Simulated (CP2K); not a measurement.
CaSe:

```
CELL_PARAMETERS angstrom
4.66690 0.00000 0.00000
2.33345 4.04166 0.00000
2.33345 1.34722 3.81051
ATOMIC_POSITIONS crystal
Se 0.25000 0.25000 0.25000
Ca 0.00000 0.00000 0.00000
```

The cell comes from a database or a generator and needn't be the stable form of this composition.

Base run:

* Program: CP2K 2026.2
* Functional: PBE
* Potentials or basis: POTENTIAL_UZH Se GTH-PBE-q6, Ca GTH-PBE-q10; TZVP-MOLOPT-PBE-GTH basis
* Density cutoff: 6123 eV
* k mesh: 7 × 7 × 7
* Occupations: gaussian, width 0.05 eV
* Spin: no spin polarisation

Its results: band gap on the k mesh 3.10 eV, indirect (least direct gap 3.18 eV); pressure 0.0 GPa.

Q: The run is repeated on the same cell with these changes: functional from PBE to RPBE. What comes out?

A: Band gap on the k mesh 3.32 eV, indirect (least direct gap 3.40 eV); pressure 1.1 GPa.

RPBE binds less tightly than PBE, so the same cell stands under more pressure.

Caveats: an odd mesh through Γ misses points on the zone boundary, where band edges often lie; the basis of atomic orbitals isn't converged, which shifts pressures, moduli and gaps; the potentials were made for another functional, which shifts forces and pressure (some runs).
